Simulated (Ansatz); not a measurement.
## PtSe2 (Sudovikovite) under changes of volume

One of the cells (20.265 Å³/atom); the others are scaled copies at fixed shape and fractional positions:

```
Pt Se
1.0
     3.72400    0.00000    0.00000
    -1.86200    3.22508    0.00000
     0.00000    0.00000    5.06200
Pt Se
1 2
Direct
  0.00000 0.00000 0.00000
  0.66667 0.33333 0.75000
  0.33333 0.66667 0.25000
```

| Item | Value |
| --- | --- |
| Program | Ansatz 0.2.0 |
| Functional | LDA |
| Potentials or basis | Ansatz PAW |
| Cutoff | 420 eV (not typed: the program's choice for these potentials) |
| k mesh | 8 × 8 × 5 |
| Occupations | fermi-dirac, width 0.05 eV |
| Spin | no spin polarisation |

| volume (Å³/atom) | energy over the lowest point (meV/atom) | pressure (GPa) | largest force (eV/Å) |
| --- | --- | --- | --- |
| 19.049 | 30.43 | 9.1 | 1.047 |
| 19.455 | 12.11 | 5.5 | 0.739 |
| 19.860 | ? | ? | ? |
| 20.265 | 0.00 | -0.5 | 0.196 |
| 20.671 | 4.44 | -3.0 | 0.041 |
| 21.076 | 14.85 | -5.2 | 0.260 |
| 21.481 | 30.57 | -7.2 | 0.459 |

Task: What does the run at 19.860 Å³/atom give?

Result: Energy over the lowest point 2.27 meV/atom; pressure 2.3 GPa; largest force 0.456 eV/Å.

Worked out: A Birch-Murnaghan fit of order 3 (a polynomial in V^(-2/3)) to the other rows has its minimum at 20.19 Å³/atom with B0 = V·E''(V) = 135 GPa and B' = 4.8 at fixed shape and positions, which overstates the stiffness. It gives 2.29 meV/atom at 19.860 Å³/atom, against the run's 2.27, and -dE/dV = 2.3 GPa, against 2.3.

Energies are extrapolated to zero smearing.

Caveats: the PAW data sets come from PBE, with cores solved anew for the run's functional, which leaves a small shift of forces and pressure; forces of over 1 eV/Å show positions far from the minimum, so gaps and moduli don't describe the material at rest (some runs).
